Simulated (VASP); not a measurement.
**As: single point with PBEsol+D3(BJ)**

The system is As, a slab with vacuum.

```
CELL_PARAMETERS angstrom
6.16406 0.00000 0.00000
-3.08203 5.33824 0.00000
0.00000 0.00000 22.72000
ATOMIC_POSITIONS crystal
As 0.77778 0.55556 0.60618
As 0.44825 0.90648 0.60330
As 0.12392 0.23648 0.60287
As 0.44350 0.22807 0.66760
As 0.12197 0.56699 0.66454
As 0.78405 0.90316 0.66257
```

The cell was built by a generator and needn't be a form met in nature.

```yaml
Program: VASP 6.6.1
Task: single point
Functional: PBEsol
Dispersion: D3(BJ)
Potentials_or_basis: VASP PAW PBE potentials, release 64 (As)
Cutoff: 520 eV
k_mesh: 6 × 6 × 1
Occupations: gaussian, width 0.04 eV
Spin: no spin polarisation
```

| Quantity | Value |
| --- | --- |
| Largest force | 0.280 eV/Å |
| Band gap on the k mesh | 1.52 eV |
| Dispersion energy per atom | -0.159 eV |
| Ionisation potential of the upper face | 5.39 eV |

Forces in eV/Å, atoms in the order of the input:
```
As  -0.023  0.116 -0.254
As   0.019 -0.085 -0.100
As  -0.004 -0.030 -0.065
As   0.011  0.012  0.052
As   0.001 -0.016  0.156
As  -0.003  0.004  0.211
```

Levels at points of the mesh, in eV from the valence-band top:
```
           k point  band 12  band 13  band 14  band 15  band 16  band 17  band 18  band 19
(0.00, 0.00, 0.00)    -1.93    -0.64    -0.01     0.00     1.89     1.90     2.03     3.55
(0.50, 0.00, 0.00)    -1.98    -1.66    -0.56    -0.29     1.87     2.75     2.81     3.09
(0.00, 0.50, 0.00)    -1.98    -1.67    -0.54    -0.32     1.87     2.74     2.82     3.10
(0.50, 0.50, 0.00)    -1.98    -1.67    -0.47    -0.40     1.87     2.76     2.79     3.13
```

It took 9 min on 1 thread of Intel(R) Xeon(R) Platinum 8559C (Emerald Rapids), with other jobs on the host, peak memory 0.91 GiB.

Caveat: the PAW data sets were made with another functional, which shifts forces and pressure a little. Expect the measured gap to be larger: semilocal functionals such as PBEsol lack the derivative discontinuity.
